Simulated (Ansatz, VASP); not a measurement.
## GaSb3: VASP beside Ansatz

INCAR

```
SYSTEM = GaSb3
PREC = Accurate
ENCUT = 520
EDIFF = 1E-6
ISMEAR = -1
SIGMA = 0.05
LREAL = .FALSE.
LASPH = .TRUE.
NELM = 100
ALGO = Normal
ISIF = 2
LWAVE = .FALSE.
LCHARG = .TRUE.
GGA = PE
LELF = .TRUE.
LVHAR = .TRUE.
NBANDS = 22
```

The input KPOINTS:

```
Automatic mesh
0
G
  6 6 6
  0 0 0
```

The input POSCAR:

```
GaSb3
1.0
    0.0000000000      3.7305950000      3.7305950000
    3.7305950000      0.0000000000      3.7305950000
    3.7305950000      3.7305950000      0.0000000000
Sb Ga
3 1
Direct
    0.5000000000      0.5000000000      0.5000000000
    0.7500000000      0.7500000000      0.7500000000
    0.2500000000      0.2500000000      0.2500000000
    0.0000000000      0.0000000000      0.0000000000
```

File input.yaml:

```yaml
crystal:
  lattice:
    - [0.0, 3.730595, 3.730595]
    - [3.730595, 0.0, 3.730595]
    - [3.730595, 3.730595, 0.0]
  atoms:
    - { symbol: Sb, position: [0.5, 0.5, 0.5] }
    - { symbol: Sb, position: [0.75, 0.75, 0.75] }
    - { symbol: Sb, position: [0.25, 0.25, 0.25] }
    - { symbol: Ga, position: [0.0, 0.0, 0.0] }
kpoints:
  mp_grid: { grid: [6, 6, 6] }
  band_path:
    path:
      - [0.0, 0.0, 0.0]
      - [0.5, 0.0, 0.5]
      - [0.5, 0.25, 0.75]
      - [0.375, 0.375, 0.75]
      - [0.0, 0.0, 0.0]
      - [0.5, 0.5, 0.5]
      - [0.625, 0.25, 0.625]
      - [0.5, 0.25, 0.75]
    npoints: 12
scf:
  occupations: { method: fermi_dirac, width: 0.05 }
hamiltonian:
  xc: pbe
  pseudopotentials: { kind: all_electron, lapw: { basis_error: 0.002 } }
output:
  forces: true
  stress: true
  eigenvalues: true
```

Alike in both runs: functional PBE; k mesh 6 × 6 × 6; occupations fermi-dirac, width 0.05 eV; no spin polarisation.

|  | VASP | Ansatz |
| --- | --- | --- |
| version | VASP 6.6.1 | Ansatz 0.2.0 |
| potentials or method | VASP PAW PBE potentials, release 64 (Sb, Ga_d) | all-electron LAPW, scalar-relativistic |
| plane-wave cutoff (eV) | 520 | see its input |
| task | single point | band structure |

```csv
,VASP,Ansatz,Ansatz less VASP
gap on the k mesh at the Fermi level (eV),none,none,-
pressure (GPa),-0.6,-0.5,+0.11
```

A gap of «none» marks a metal or a gap that the smearing closes. Ansatz ran all-electron here, so the differences hold the error of VASP's frozen core and of both bases.

Caveats: spin-orbit coupling is left out, which moves the levels of the heavy elements (Ansatz). Spin-orbit coupling is left out, which matters for the levels of Sb.
